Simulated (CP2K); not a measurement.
# La2O3 (P-62m) in CP2K: further runs, part 2 of 2

CP2K 2026.2.

### Step 3. Band structure, LDA

The input, la2o3_bands.inp:

```
&GLOBAL
  PROJECT la2o3_bands
  RUN_TYPE ENERGY_FORCE
  PRINT_LEVEL LOW
&END GLOBAL
&FORCE_EVAL
  METHOD QS
  STRESS_TENSOR ANALYTICAL
  &DFT
    BASIS_SET_FILE_NAME BASIS_MOLOPT_UCL
    BASIS_SET_FILE_NAME BASIS_MOLOPT_UZH
    POTENTIAL_FILE_NAME GTH_POTENTIALS
    &MGRID
      CUTOFF 600
      REL_CUTOFF 60
      NGRIDS 5
    &END MGRID
    &QS
      METHOD GPW
      EPS_DEFAULT 1.0E-9
    &END QS
    &KPOINTS
      SCHEME MONKHORST-PACK 5 5 8
      GAMMA_CENTERED T
      SYMMETRY T
      SYMMETRY_BACKEND SPGLIB
    &END KPOINTS
    &SCF
      SCF_GUESS ATOMIC
      EPS_SCF 1.0E-6
      MAX_SCF 100
      ADDED_MOS 26
      CHOLESKY OFF
      EPS_EIGVAL 1.0E-7
      &DIAGONALIZATION ON
        ALGORITHM STANDARD
      &END DIAGONALIZATION
      &MIXING ON
        METHOD BROYDEN_MIXING
        ALPHA 0.4
        BETA 1.5
        NBUFFER 8
      &END MIXING
      &SMEAR ON
        METHOD FERMI_DIRAC
        ELECTRONIC_TEMPERATURE [K] 580.226
      &END SMEAR
    &END SCF
    &XC
      &XC_FUNCTIONAL
        &LDA_X
        &END LDA_X
        &LDA_C_PW
        &END LDA_C_PW
      &END XC_FUNCTIONAL
    &END XC
    &PRINT
      &KPOINTS ON
      &END KPOINTS
      &MULLIKEN ON
      &END MULLIKEN
      &MO ON
        ENERGIES T
        OCCUPATION_NUMBERS T
        &EACH
          QS_SCF 0
        &END EACH
        ADD_LAST NUMERIC
      &END MO
      &BAND_STRUCTURE
        FILE_NAME bands.bs
        ADDED_MOS 2
        &KPOINT_SET
          UNITS B_VECTOR
          NPOINTS 10
          SPECIAL_POINT GAMMA 0.00000000 0.00000000 0.00000000
          SPECIAL_POINT M 0.50000000 0.00000000 0.00000000
          SPECIAL_POINT K 0.33333333 0.33333333 0.00000000
          SPECIAL_POINT GAMMA 0.00000000 0.00000000 0.00000000
          SPECIAL_POINT A 0.00000000 0.00000000 0.50000000
          SPECIAL_POINT L 0.50000000 0.00000000 0.50000000
          SPECIAL_POINT H 0.33333333 0.33333333 0.50000000
          SPECIAL_POINT A 0.00000000 0.00000000 0.50000000
        &END KPOINT_SET
        &KPOINT_SET
          UNITS B_VECTOR
          NPOINTS 10
          SPECIAL_POINT L 0.50000000 0.00000000 0.50000000
          SPECIAL_POINT M 0.50000000 0.00000000 0.00000000
        &END KPOINT_SET
        &KPOINT_SET
          UNITS B_VECTOR
          NPOINTS 10
          SPECIAL_POINT K 0.33333333 0.33333333 0.00000000
          SPECIAL_POINT H 0.33333333 0.33333333 0.50000000
        &END KPOINT_SET
      &END BAND_STRUCTURE
    &END PRINT
  &END DFT
  &SUBSYS
    &CELL
      A 6.2667802772 0.0000000000 0.0000000000
      B -3.1333901386 5.4271909200 0.0000000000
      C 0.0000000000 0.0000000000 3.2997660000
      PERIODIC XYZ
    &END CELL
    &COORD
      La  3.1333901389 1.8090636398 1.6498830000
      La  -0.0000000003 3.6181272802 1.6498830000
      O   3.1836120531 0.0000000000 0.0000000000
      O   -1.5918060265 2.7570889138 0.0000000000
      O   1.5415841121 2.6701020062 0.0000000000
    &END COORD
    &KIND La
      BASIS_SET TZVP-MOLOPT-SR-GTH-q11
      POTENTIAL GTH-PADE-q11
    &END KIND
    &KIND O
      BASIS_SET TZVP-MOLOPT-PBE-GTH-q6
      POTENTIAL GTH-PADE-q6
    &END KIND
    &PRINT
      &ATOMIC_COORDINATES ON
      &END ATOMIC_COORDINATES
      &CELL ON
      &END CELL
    &END PRINT
  &END SUBSYS
  &PRINT
    &FORCES ON
    &END FORCES
    &STRESS_TENSOR ON
    &END STRESS_TENSOR
  &END PRINT
&END FORCE_EVAL
```

Potentials or basis: GTH_POTENTIALS La GTH-PADE-q11, O GTH-PADE-q6; TZVP-MOLOPT-SR-GTH, TZVP-MOLOPT-PBE-GTH basis.

Command:

```bash
$ OMP_NUM_THREADS=1 mpirun -n 4 cp2k.psmp -i la2o3_bands.inp -o la2o3_bands.out
```

la2o3_bands.out:

```text

 CP2K| version string:                                       CP2K version 2026.2
 CP2K| Input file name                                           la2o3_bands.inp

 GLOBAL| Force Environment number                                              1
 GLOBAL| Basis set file name                                    BASIS_MOLOPT_UCL
 GLOBAL| Potential file name                                      GTH_POTENTIALS
 GLOBAL| MM Potential file name                                     MM_POTENTIAL
 GLOBAL| Coordinate file name                                      __STD_INPUT__
 GLOBAL| Method name                                                        CP2K
 GLOBAL| Project name                                                la2o3_bands
 GLOBAL| Run type                                                   ENERGY_FORCE
 GLOBAL| FFT library                                                       FFTW3
 GLOBAL| Diagonalization library                                       ScaLAPACK
 GLOBAL| Cholesky decomposition library                                ScaLAPACK
 GLOBAL| DGEMM library                                                      BLAS
 GLOBAL| Direct generalized diagonalization requested                          F
 GLOBAL| Matrix multiplication library                                 ScaLAPACK
 GLOBAL| Global print level                                                  LOW
 GLOBAL| Total number of message passing processes                             4
 GLOBAL| Number of threads for this process                                    1
 GLOBAL| CPU model name                                                  UNKNOWN

 CELL| Volume [angstrom^3]:                                           112.228384
 CELL| Vector a [angstrom]:       6.267     0.000     0.000   |a| =     6.266780
[... 915 lines left out ...]
 KPOINTS| Special point     3           K     0.333333     0.333333     0.000000
 KPOINTS| Special point     4       GAMMA     0.000000     0.000000     0.000000
 KPOINTS| Special point     5           A     0.000000     0.000000     0.500000
 KPOINTS| Special point     6           L     0.500000     0.000000     0.500000
 KPOINTS| Special point     7           H     0.333333     0.333333     0.500000
 KPOINTS| Special point     8           A     0.000000     0.000000     0.500000
 KPOINTS| Number of k-points in set    2                                      11
 KPOINTS| In units of b-vector [2pi/Bohr]
 KPOINTS| Special point     1           L     0.500000     0.000000     0.500000
 KPOINTS| Special point     2           M     0.500000     0.000000     0.000000
 KPOINTS| Number of k-points in set    3                                      11
 KPOINTS| In units of b-vector [2pi/Bohr]
 KPOINTS| Special point     1           K     0.333333     0.333333     0.000000
 KPOINTS| Special point     2           H     0.333333     0.333333     0.500000

 ENERGY| Total FORCE_EVAL ( QS ) energy [hartree]           -111.939398954705027

 FORCES| Atomic forces [hartree/bohr]
 FORCES|   Atom     x               y               z               |f|
 FORCES|      1 -1.06641643E-08  1.72729346E-08  9.29012353E-14   2.02997209E-08
 FORCES|      2 -1.30168918E-09 -2.16709164E-08  8.68330310E-14   2.17099749E-08
 FORCES|      3 -1.05004780E-03  4.53522921E-09  6.16124112E-15   1.05004780E-03
 FORCES|      4  5.25039583E-04 -9.09378527E-04 -2.40960690E-14   1.05006470E-03
 FORCES|      5  5.25024701E-04  9.09386207E-04 -2.33630732E-14   1.05006391E-03
 FORCES| Sum     4.51401713E-09  7.81733270E-09  1.38436365E-13
 FORCES| Total atomic force                                       9.02701729E-09

 STRESS| Analytical stress tensor [bar]
 STRESS|                        x                   y                   z
 STRESS|      x       -3.73828103342E+03   1.47948641344E-02  -1.17959481402E-08
 STRESS|      y        1.47948641344E-02  -3.73788149738E+03   3.35251839102E-10
 STRESS|      z       -1.17959481402E-08   3.35251839102E-10  -3.86130324006E+04
 STRESS| 1/3 Trace                                            -1.53630649771E+04
 STRESS| Determinant                                          -5.39549613167E+11

 STRESS| Eigenvectors and eigenvalues of the analytical stress tensor [bar]
 STRESS|                        1                   2                   3
 STRESS| Eigenvalues  -3.86130324006E+04  -3.73828158053E+03  -3.73788095028E+03
 STRESS|      x           0.000000000000      0.999316959714      0.036954215288
 STRESS|      y          -0.000000000000     -0.036954215288      0.999316959714
 STRESS|      z           1.000000000000     -0.000000000000     -0.000000000000
```

Run time: 36 s. Hardware: 4 MPI ranks of Arm Neoverse V2, shared host.

What came out:

```
Free energy             : -3046.0260 eV
Pressure                : -1.5 GPa
Largest force           : 0.054 eV/Å
Band gap on the k mesh  : 1.34 eV, indirect (least direct gap 1.75 eV)
Band gap along the path : 1.34 eV, indirect (least direct gap 1.75 eV)
Mulliken charges        : La +1.68; O -1.12 e
```

Forces in eV/Å, atoms in the order of the input:
```
La   0.000  0.000  0.000
La   0.000  0.000  0.000
O   -0.054  0.000  0.000
O    0.027 -0.047  0.000
O    0.027  0.047  0.000
```

Stress tensor (GPa, compression positive):
```
-0.37  0.00  0.00
 0.00 -0.37  0.00
 0.00  0.00 -3.86
```

Levels at the corners of the path, in eV from the valence-band top:
```csv
point,band 17,band 18,band 19,band 20,band 21,band 22,band 23,band 24
Γ,-0.91,-0.91,-0.56,-0.41,1.34,3.80,4.84,4.84
M,-1.58,-1.08,-1.06,-0.85,2.66,3.74,4.72,5.18
K,-1.39,-1.27,-1.27,-0.88,3.27,3.27,4.53,5.83
Γ,-0.91,-0.91,-0.56,-0.41,1.34,3.80,4.84,4.84
A,-1.05,-1.05,-0.18,0.00,4.44,4.44,5.09,5.73
L,-1.62,-1.28,-0.58,-0.53,4.26,5.43,5.95,6.27
H,-1.71,-1.69,-0.59,-0.59,4.43,5.59,5.59,6.69
A,-1.05,-1.05,-0.18,0.00,4.44,4.44,5.09,5.73
L,-1.62,-1.28,-0.58,-0.53,4.26,5.43,5.95,6.27
M,-1.58,-1.08,-1.06,-0.85,2.66,3.74,4.72,5.18
K,-1.39,-1.27,-1.27,-0.88,3.27,3.27,4.53,5.83
H,-1.71,-1.69,-0.59,-0.59,4.43,5.59,5.59,6.69
```

Caveat: Mulliken charges move with the basis; spin-orbit coupling is left out, which moves the levels of the heavy elements; the basis of atomic orbitals isn't converged, which shifts pressures, moduli and gaps.

### Step 4. Band structure, r2SCAN

la2o3_bands.inp, as its differences from that of step 3:

```diff
@@ -11,5 +11,5 @@
     BASIS_SET_FILE_NAME BASIS_MOLOPT_UZH
-    POTENTIAL_FILE_NAME GTH_POTENTIALS
+    POTENTIAL_FILE_NAME POTENTIAL_UZH
     &MGRID
-      CUTOFF 600
+      CUTOFF 850
       REL_CUTOFF 60
@@ -45,3 +45,3 @@
         METHOD FERMI_DIRAC
-        ELECTRONIC_TEMPERATURE [K] 580.226
+        ELECTRONIC_TEMPERATURE [K] 116.045
       &END SMEAR
@@ -50,6 +50,6 @@
       &XC_FUNCTIONAL
-        &LDA_X
-        &END LDA_X
-        &LDA_C_PW
-        &END LDA_C_PW
+        &MGGA_X_R2SCAN
+        &END MGGA_X_R2SCAN
+        &MGGA_C_R2SCAN
+        &END MGGA_C_R2SCAN
       &END XC_FUNCTIONAL
@@ -69,8 +69,13 @@
       &END MO
+      &LOWDIN ON
+      &END LOWDIN
+      &HIRSHFELD ON
+        SHAPE_FUNCTION DENSITY
+      &END HIRSHFELD
       &BAND_STRUCTURE
         FILE_NAME bands.bs
-        ADDED_MOS 2
+        ADDED_MOS 6
         &KPOINT_SET
           UNITS B_VECTOR
-          NPOINTS 10
+          NPOINTS 6
           SPECIAL_POINT GAMMA 0.00000000 0.00000000 0.00000000
@@ -86,3 +91,3 @@
           UNITS B_VECTOR
-          NPOINTS 10
+          NPOINTS 6
           SPECIAL_POINT L 0.50000000 0.00000000 0.50000000
@@ -92,3 +97,3 @@
           UNITS B_VECTOR
-          NPOINTS 10
+          NPOINTS 6
           SPECIAL_POINT K 0.33333333 0.33333333 0.00000000
@@ -107,7 +112,8 @@
     &COORD
-      La  3.1333901389 1.8090636398 1.6498830000
-      La  -0.0000000003 3.6181272802 1.6498830000
-      O   3.1836120531 0.0000000000 0.0000000000
-      O   -1.5918060265 2.7570889138 0.0000000000
-      O   1.5415841121 2.6701020062 0.0000000000
+      SCALED
+      La  0.6666666667 0.3333333333 0.5000000000
+      La  0.3333333333 0.6666666667 0.5000000000
+      O   0.5080139900 0.0000000000 0.0000000000
+      O   0.0000000000 0.5080139900 0.0000000000
+      O   0.4919860100 0.4919860100 0.0000000000
     &END COORD
@@ -115,7 +121,7 @@
       BASIS_SET TZVP-MOLOPT-SR-GTH-q11
-      POTENTIAL GTH-PADE-q11
+      POTENTIAL GTH-SCAN-q11
     &END KIND
     &KIND O
-      BASIS_SET TZVP-MOLOPT-PBE-GTH-q6
-      POTENTIAL GTH-PADE-q6
+      BASIS_SET TZVP-MOLOPT-SCAN-GTH-q6
+      POTENTIAL GTH-SCAN-q6
     &END KIND
```

Potentials or basis: POTENTIAL_UZH La GTH-SCAN-q11, O GTH-SCAN-q6; TZVP-MOLOPT-SR-GTH, TZVP-MOLOPT-SCAN-GTH basis.

Command:

```bash
$ OMP_NUM_THREADS=1 mpirun -n 4 cp2k.psmp -i la2o3_bands.inp -o la2o3_bands.out
```

Run time: 93 s. Hardware: 4 MPI ranks of Arm Neoverse V2, shared host.

The run converged. Its results:

```yaml
Free_energy: -3041.6474 eV
Pressure: 0.5 GPa
Largest_force: 0.039 eV/Å
Band_gap_on_the_k_mesh: 1.92 eV, indirect (least direct gap 2.35 eV)
Band_gap_along_the_path: 1.92 eV, indirect (least direct gap 2.35 eV)
Mulliken_charges: La +1.86; O -1.24 e
Hirshfeld_charges: La +0.65; O -0.43 e
```

Forces on the atoms (eV/Å):
```
La   0.000  0.000  0.000
La   0.000  0.000  0.000
O   -0.039  0.000  0.000
O    0.020 -0.034  0.000
O    0.020  0.034  0.000
```

Stress tensor (GPa, compression positive):
```
 1.64  0.00  0.00
 0.00  1.64  0.00
 0.00  0.00 -1.68
```

Levels at the corners of the path, in eV from the valence-band top:
```tsv
point	band 17	band 18	band 19	band 20	band 21	band 22	band 23	band 24
Γ	-0.93	-0.93	-0.61	-0.43	1.92	4.30	5.43	5.43
M	-1.59	-1.09	-1.09	-0.88	3.27	4.25	5.18	5.78
K	-1.40	-1.30	-1.30	-0.91	3.88	3.88	4.89	6.30
Γ	-0.93	-0.93	-0.61	-0.43	1.92	4.30	5.43	5.43
A	-1.11	-1.11	-0.23	0.00	5.01	5.01	5.53	6.31
L	-1.60	-1.32	-0.60	-0.59	4.75	5.97	6.41	6.76
H	-1.71	-1.66	-0.64	-0.64	4.90	6.11	6.11	7.11
A	-1.11	-1.11	-0.23	0.00	5.01	5.01	5.53	6.31
L	-1.60	-1.32	-0.60	-0.59	4.75	5.97	6.41	6.76
M	-1.59	-1.09	-1.09	-0.88	3.27	4.25	5.18	5.78
K	-1.40	-1.30	-1.30	-0.91	3.88	3.88	4.89	6.30
H	-1.71	-1.66	-0.64	-0.64	4.90	6.11	6.11	7.11
```

Caveat: Mulliken charges move with the basis; spin-orbit coupling is left out, which moves the levels of the heavy elements; the basis of atomic orbitals isn't converged, which shifts pressures, moduli and gaps. r2SCAN opens gaps a little over a GGA but as a rule still falls short of measured ones.

### Step 5. Band structure, TB-mBJ

la2o3_bands.inp, as its differences from that of step 4:

```diff
@@ -2,3 +2,3 @@
   PROJECT la2o3_bands
-  RUN_TYPE ENERGY_FORCE
+  RUN_TYPE ENERGY
   PRINT_LEVEL LOW
@@ -7,3 +7,2 @@
   METHOD QS
-  STRESS_TENSOR ANALYTICAL
   &DFT
@@ -11,3 +10,3 @@
     BASIS_SET_FILE_NAME BASIS_MOLOPT_UZH
-    POTENTIAL_FILE_NAME POTENTIAL_UZH
+    POTENTIAL_FILE_NAME GTH_POTENTIALS
     &MGRID
@@ -19,3 +18,3 @@
       METHOD GPW
-      EPS_DEFAULT 1.0E-9
+      EPS_DEFAULT 1.0E-10
     &END QS
@@ -45,3 +44,3 @@
         METHOD FERMI_DIRAC
-        ELECTRONIC_TEMPERATURE [K] 116.045
+        ELECTRONIC_TEMPERATURE [K] 1160.452
       &END SMEAR
@@ -50,6 +49,6 @@
       &XC_FUNCTIONAL
-        &MGGA_X_R2SCAN
-        &END MGGA_X_R2SCAN
-        &MGGA_C_R2SCAN
-        &END MGGA_C_R2SCAN
+        &MGGA_X_TB09
+        &END MGGA_X_TB09
+        &LDA_C_PW
+        &END LDA_C_PW
       &END XC_FUNCTIONAL
@@ -69,10 +68,5 @@
       &END MO
-      &LOWDIN ON
-      &END LOWDIN
-      &HIRSHFELD ON
-        SHAPE_FUNCTION DENSITY
-      &END HIRSHFELD
       &BAND_STRUCTURE
         FILE_NAME bands.bs
-        ADDED_MOS 6
+        ADDED_MOS 2
         &KPOINT_SET
@@ -121,7 +115,8 @@
       BASIS_SET TZVP-MOLOPT-SR-GTH-q11
-      POTENTIAL GTH-SCAN-q11
+      POTENTIAL GTH-PBE-q11
     &END KIND
     &KIND O
-      BASIS_SET TZVP-MOLOPT-SCAN-GTH-q6
-      POTENTIAL GTH-SCAN-q6
+      BASIS_SET TZVP-MOLOPT-PBE-GTH-q6
+      POTENTIAL GTH-PBE-q6
+      POTENTIAL_FILE_NAME POTENTIAL_UZH
     &END KIND
@@ -137,4 +132,2 @@
     &END FORCES
-    &STRESS_TENSOR ON
-    &END STRESS_TENSOR
   &END PRINT
```

Potentials or basis: GTH_POTENTIALS La GTH-PBE-q11; POTENTIAL_UZH O GTH-PBE-q6; TZVP-MOLOPT-SR-GTH, TZVP-MOLOPT-PBE-GTH basis.

Command:

```bash
$ OMP_NUM_THREADS=1 mpirun -n 4 cp2k.psmp -i la2o3_bands.inp -o la2o3_bands.out
```

Wall time 4.1 min (4 MPI ranks of Arm Neoverse V2, shared host).

The run converged. Its results:

```yaml
Band_gap_on_the_k_mesh: 1.84 eV, indirect (least direct gap 2.32 eV)
Band_gap_along_the_path: 1.84 eV, indirect (least direct gap 2.32 eV)
Mulliken_charges: La +1.90; O -1.26 e
```

Levels at the corners of the path, in eV from the valence-band top:
| point | band 16 | band 17 | band 18 | band 19 | band 20 | band 21 | band 22 | band 23 | band 24 | band 25 |
| --- | --- | --- | --- | --- | --- | --- | --- | --- | --- | --- |
| Γ | -1.90 | -1.00 | -1.00 | -0.66 | -0.48 | 1.84 | 4.71 | 5.09 | 5.09 | 6.65 |
| M | -1.79 | -1.61 | -1.17 | -1.15 | -0.93 | 3.06 | 4.25 | 5.44 | 5.48 | 6.40 |
| K | -1.49 | -1.49 | -1.32 | -1.32 | -0.98 | 3.66 | 3.66 | 5.25 | 6.30 | 6.30 |
| Γ | -1.90 | -1.00 | -1.00 | -0.66 | -0.48 | 1.84 | 4.71 | 5.09 | 5.09 | 6.65 |
| A | -1.57 | -1.15 | -1.15 | -0.29 | 0.00 | 4.87 | 4.87 | 5.83 | 5.98 | 5.98 |
| L | -1.90 | -1.69 | -1.36 | -0.64 | -0.63 | 4.92 | 5.91 | 6.25 | 6.80 | 6.88 |
| H | -1.78 | -1.78 | -1.75 | -0.68 | -0.68 | 5.11 | 6.01 | 6.01 | 7.16 | 7.16 |
| A | -1.57 | -1.15 | -1.15 | -0.29 | 0.00 | 4.87 | 4.87 | 5.83 | 5.98 | 5.98 |
| L | -1.90 | -1.69 | -1.36 | -0.64 | -0.63 | 4.92 | 5.91 | 6.25 | 6.80 | 6.88 |
| M | -1.79 | -1.61 | -1.17 | -1.15 | -0.93 | 3.06 | 4.25 | 5.44 | 5.48 | 6.40 |
| K | -1.49 | -1.49 | -1.32 | -1.32 | -0.98 | 3.66 | 3.66 | 5.25 | 6.30 | 6.30 |
| H | -1.78 | -1.78 | -1.75 | -0.68 | -0.68 | 5.11 | 6.01 | 6.01 | 7.16 | 7.16 |

Caveat: Mulliken charges move with the basis; this is a model potential without an energy functional, so only levels have meaning; the potentials were made for another functional, which shifts forces and pressure; spin-orbit coupling is left out, which moves the levels of the heavy elements; the basis of atomic orbitals isn't converged, which shifts pressures, moduli and gaps.

### Step 6. Summary

| level | potentials or basis | smearing | EPS_DEFAULT | points a segment of the path (NPOINTS) | bands added on the path | CUTOFF of the grids | gap on the mesh (eV) | pressure (GPa) | largest force (eV/Å) |
| --- | --- | --- | --- | --- | --- | --- | --- | --- | --- |
| PBEsol | GTH_POTENTIALS La GTH-PBE-q11; POTENTIAL_UZH O GTH-PBE-q6; TZVP-MOLOPT-SR-GTH, TZVP-MOLOPT-PBE-GTH basis | fermi-dirac 0.01 eV | 1.0E-9 | 8 | 2 | 600 Ry | 1.37 | 0.9 | 0.01 |
| LDA | GTH_POTENTIALS La GTH-PADE-q11, O GTH-PADE-q6; TZVP-MOLOPT-SR-GTH, TZVP-MOLOPT-PBE-GTH basis | fermi-dirac 0.05 eV | 1.0E-9 | 10 | 2 | 600 Ry | 1.34 | -1.5 | 0.05 |
| r2SCAN | POTENTIAL_UZH La GTH-SCAN-q11, O GTH-SCAN-q6; TZVP-MOLOPT-SR-GTH, TZVP-MOLOPT-SCAN-GTH basis | fermi-dirac 0.01 eV | 1.0E-9 | 6 | 6 | 850 Ry | 1.92 | 0.5 | 0.04 |
| TB-mBJ | GTH_POTENTIALS La GTH-PBE-q11; POTENTIAL_UZH O GTH-PBE-q6; TZVP-MOLOPT-SR-GTH, TZVP-MOLOPT-PBE-GTH basis | fermi-dirac 0.1 eV | 1.0E-10 | 6 | 2 | 850 Ry | 1.84 | - | - |

Alike in all rows: task band structure; no spin polarisation; cell as given; k mesh 5 × 5 × 8.

Caveats: spin-orbit coupling is left out, which moves the levels of the heavy elements; the basis of atomic orbitals isn't converged, which shifts pressures, moduli and gaps; the potentials were made for another functional, which shifts forces and pressure (some runs); this is a model potential without an energy functional, so only levels have meaning (some runs).

Absolute energies hang on the potentials; compare differences alone.
